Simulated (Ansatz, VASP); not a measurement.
**Two plane-wave programs on Ni**

Contents of INCAR:

```
SYSTEM = Ni
PREC = Accurate ; ENCUT = 520
EDIFF = 1E-6 ; ISMEAR = -1
SIGMA = 0.1 ; LREAL = .FALSE.
LASPH = .TRUE. ; NELM = 60
ALGO = Normal ; ISIF = 2
LWAVE = .FALSE. ; LCHARG = .TRUE.
GGA = PS ; LELF = .TRUE.
LVHAR = .TRUE. ; NBANDS = 11
```

KPOINTS

```
regular mesh
0
G
  18 18 18
  0 0 0
```

POSCAR

```
Ni
1.0
   -1.3379628470      1.3379628470      1.3379628470
    1.3379628470     -1.3379628470      1.3379628470
    1.3379628470      1.3379628470     -1.3379628470
Ni
1
Direct
    0.0000000000      0.0000000000      0.0000000000
```

Input for Ansatz:

```yaml
crystal:
  lattice:
    - [-1.337962847, 1.337962847, 1.337962847]
    - [1.337962847, -1.337962847, 1.337962847]
    - [1.337962847, 1.337962847, -1.337962847]
  atoms:
    - { symbol: Ni, position: [0.0, 0.0, 0.0] }
hamiltonian:
  xc: pbesol
  pseudopotentials:
    kind: paw
    azcp:
      Ni: "pseudopotentials/Ni.paw.azcp"
basis:
  ecutwfc: 420
  fft_grid_basis: typed
kpoints:
  mp_grid: { grid: [18, 18, 18], shift: [0, 0, 0] }
magnetization:
  spin_polarized: false
scf:
  occupations: { method: fermi_dirac, width: 0.1 }
  lower_state_search: "off"
output:
  stress: true
```

Alike in both runs: task single point; functional PBEsol; k mesh 18 × 18 × 18; occupations fermi-dirac, width 0.1 eV; no spin polarisation.

|  | VASP | Ansatz |
| --- | --- | --- |
| version | VASP 6.6.1 | Ansatz 0.2.0 |
| potentials or method | VASP PAW PBE potentials, release 64 (Ni) | plane waves (420 eV) with PAW, scalar-relativistic |
| plane-wave cutoff (eV) | 520 | 420 |
| valence electrons in the cell | 10 | 18 |

```csv
,VASP,Ansatz,Ansatz less VASP
pressure (GPa),22.8,23.1,+0.31
```

With one functional, cell and mesh, what is left measures potentials, basis and numerics. The two sets of potentials don't hold the same shells in valence. Ansatz warned: «pseudo_functional_mismatch».

Caveats: so large a pressure means that the cell lies far from this level's equilibrium, or that cutoff or potentials fall short (VASP); the potentials were made for another functional, which shifts forces and pressure (VASP); the run has no spin polarisation, though such a crystal can be magnetic. Spin polarisation is off, so any magnetic state and its effect on volume and gap are missing.
